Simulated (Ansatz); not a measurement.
Geometry optimisation in Ansatz: input, command and trajectory.

```yaml
crystal:
  lattice:
    - [0.0, 2.1440958323, 2.1440958323]
    - [2.1440958323, 0.0, 2.1440958323]
    - [2.1440958323, 2.1440958323, 0.0]
  atoms:
    - { symbol: Si, position: [0.25, 0.25, 0.25] }
    - { symbol: C, position: [0.0, 0.0, 0.0] }
basis:
  ecutwfc: 420
kpoints:
  mp_grid: { grid: [10, 10, 10] }
hamiltonian:
  xc: pbe
scf:
  occupations: { method: gaussian, width: 0.02 }
output:
  forces: true
  stress: true
  eigenvalues: true
relax:
  adjacent_minimum: "off"
  f_tol: 0.008
  max_steps: 50
  cell: { stress_tol: 0.08, p_target: 15.0 }
```

```bash
ansatz run input.yaml --threads 1 --pin off --max-ram 2560MiB --backend cpu --events-out ev --progress --plain --runs-dir out
```

All numbers below come from Ansatz 0.2.0, DFT PBE, scalar-relativistic, plane waves, PAW.

Of 4 frames 3 are shown, positions in Å and forces in eV/Å; the SCF threshold varies from step to step. Steps run on the plane waves of an earlier cell, with a Pulay correction in the pressure. The basis is chosen afresh for the last frame, the zero of the energies, and at times for earlier ones too; energy and pressure step there, also at an unchanged geometry. The relaxation lowers the enthalpy F + PV at the target pressure, so the free energy itself can rise.

```xyz
2
Lattice="0.0000 2.1441 2.1441 2.1441 0.0000 2.1441 2.1441 2.1441 0.0000" Properties=species:S:1:pos:R:3:forces:R:3 pbc="T T T" step=1 free_energy_over_end_meV_per_atom=0.86 pressure_GPa=15.25
Si    1.0720    1.0720    1.0720    0.0000    0.0000    0.0000
C     0.0000    0.0000    0.0000    0.0000    0.0000    0.0000
2
Lattice="0.0000 2.1445 2.1445 2.1445 0.0000 2.1445 2.1445 2.1445 0.0000" Properties=species:S:1:pos:R:3:forces:R:3 pbc="T T T" step=2 free_energy_over_end_meV_per_atom=0.37 pressure_GPa=15.11
Si    1.0722    1.0722    1.0722    0.0000    0.0000    0.0000
C     0.0000    0.0000    0.0000    0.0000    0.0000    0.0000
2
Lattice="0.0000 2.1448 2.1448 2.1448 0.0000 2.1448 2.1448 2.1448 0.0000" Properties=species:S:1:pos:R:3:forces:R:3 pbc="T T T" step=4 free_energy_over_end_meV_per_atom=0.00 pressure_GPa=15.00
Si    1.0724    1.0724    1.0724    0.0000    0.0000    0.0000
C     0.0000    0.0000    0.0000    0.0000    0.0000    0.0000
```

The run took 3.6 s on 1 thread of Intel(R) Xeon(R) Platinum 8488C (Sapphire Rapids), on a shared host, peak memory 0.34 GiB.